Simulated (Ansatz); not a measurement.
**Elastic constants of CdTe at 5 GPa (stress–strain coefficients): input and output**

The calculation used DFT PBEsol, scalar-relativistic, plane waves, PAW in Ansatz.

Launched with:
```bash
ansatz run input.yaml --threads 1 --pin off --max-ram 3072MiB --backend cpu --events-out ev --progress --plain --runs-dir out
```

Input (bare energies are in eV):
```yaml
crystal:
  lattice:
    - [0.0, 3.1424614133, 3.1424614133]
    - [3.1424614133, 0.0, 3.1424614133]
    - [3.1424614133, 3.1424614133, 0.0]
  atoms:
    - { symbol: Cd, position: [0.0, 0.0, 0.0] }
    - { symbol: Te, position: [0.75, 0.75, 0.75] }
basis:
  ecutwfc: 420
kpoints:
  mp_grid: { grid: [8, 8, 8] }
hamiltonian:
  xc: pbesol
scf:
  occupations: { method: fixed }
output:
  forces: true
  stress: true
  eigenvalues: true
  polarization: {}
elastic:
  mode: relaxed_ion
  stencil: two_point
```

From the output:
```
--- Elastic constants: 2 strain directions × 2 members + reference (group order 24) ---
  dense FFT box of the reference and of every strained cell: 30×30×30
  strains applied: 11, 23; error gains: componentwise 1.00 (the most a stress slope's error grows in a printed constant), spectral 1.73 (1 for all six strains in a standard setting)
  C = ∂σ_k/∂η_j (tension-positive GPa; Voigt order 11 22 33 23 13 12):
        72.449     59.809     59.809     -0.000      0.000      0.000
        59.809     72.449     59.809     -0.000      0.000     -0.000
        59.809     59.809     72.449     -0.000      0.000      0.000
         0.000      0.000      0.000     17.036     -0.000     -0.000
        -0.000     -0.000      0.000      0.000     17.036     -0.000
        -0.000      0.000     -0.000      0.000     -0.000     17.036
  reference stress σ⁰ (GPa):     -4.996     -4.996     -4.996     -0.000      0.000     -0.000
  C* (energy form; C + prestress term) asymmetry max|C*_kj − C*_jk| = 1.421e-14 GPa — a small one proves nothing (zero by symmetry where the batch's group is 432, −43m or m−3m); a large one is finite-difference/SCF noise where every solve ...
  moduli (Voigt/Reuss/Hill, GPa): K = 64.02/64.02/64.02   G = 12.75/10.15/11.45   E = 32.42   ν = 0.416
  mechanically stable: yes (min eigenvalue of sym C = 12.64 GPa)
  e, the proper piezoelectric tensor (elastic.mode: relaxed_ion; C/m²; rows x y z; Voigt order 11 22 33 23 13 12):
      -0.00000   -0.00000   -0.00000   -0.20902    0.00000    0.00000
       0.00000    0.00000   -0.00000   -0.00000   -0.20902   -0.00000
       0.00000   -0.00000   -0.00000    0.00000   -0.00000   -0.20902
  ±, each entry's uncertainty from the finite density of the strings (C/m²), an estimate: the size of the correction for it that the entry includes:
       0.00000    0.00000    0.00000    0.00546    0.00000    0.00000
       0.00000    0.00000    0.00000    0.00000    0.00546    0.00000
       0.00000    0.00000    0.00000    0.00000    0.00000    0.00546
  the group's symmetry takes up to 1.8e-8 C/m² out of the measured responses: error of the strings' finite density and of the mesh across them, as far as it breaks the symmetry (raise kpoints.mp_grid and any string_points); the largest step ...
  strain η (Voigt 11):  stress-route row diagonal C_11 = 72.45 GPa, energy-path curvature d²(F+E_count+ΔE)/dδ²/Ω₀ = 72.44 GPa
         δ    σ_11 (GPa) F (eV) n_scf n_hpsi n_pw
    -2.000e-3      -5.1414      -15086.2503250       9   28415   1243   relax 0 steps, max|allowed force component| 6.07e-17 eV/Å
     2.000e-3      -4.8516      -15086.2580753       9   28453   1243   relax 0 steps, max|allowed force component| 3.47e-17 eV/Å
  strain η (Voigt 23):  stress-route row diagonal C_44 = 17.04 GPa, energy-path curvature d²(F+E_count+ΔE)/dδ²/Ω₀ = 19.57 GPa
         δ    σ_23 (GPa) F (eV) n_scf n_hpsi n_pw
    -2.000e-3      -0.0341      -15086.2542392       3   21544   1243   relax 3 steps, max|allowed force component| 3.47e-7 eV/Å
     2.000e-3       0.0341      -15086.2542392       3   21579   1243   relax 3 steps, max|allowed force component| 3.48e-7 eV/Å
--- Formal polarisation (Berry phase): one branch of a lattice of values; only differences between neighbouring runs are physical ---
  axis mesh electronic ionic p = total spread (rad) least overlap resolved gap  δp at fixed H ≤   (phases in cycles; p mod 2; gap in eV; gap and δp judge the states as solved, not the mesh's step, its ...
  b1    8×8×8           0.50000000    12.00000000    12.50000000      0.282696         0.8066        0.9343           4.6e-6
  b2    8×8×8           0.50000000    12.00000000    12.50000000      0.282696         0.8066        0.9343           4.6e-6
  b3    8×8×8           0.50000000    12.00000000    12.50000000      0.282696         0.8066        0.9343           4.6e-6
  quantum along a1:   0.14321058 e/Å² =   229.448638 µC/cm²
  quantum along a2:   0.14321058 e/Å² =   229.448638 µC/cm²
  quantum along a3:   0.14321058 e/Å² =   229.448638 µC/cm²
  P = (  1.26581462,   1.26581462,   1.26581462) e/Å² = ( 2028.058599,  2028.058599,  2028.058599) µC/cm²  (mod the quanta)
```

The run took 57 s on 1 thread of AMD EPYC 9R45 96-Core Processor (Zen 5) (shared host), peak memory 0.61 GiB.

Spin–orbit coupling is left out, which matters for heavy elements. The real crystal has changed phase below this pressure. The bands were filled as in an insulator; under compression the gap may have closed between mesh points.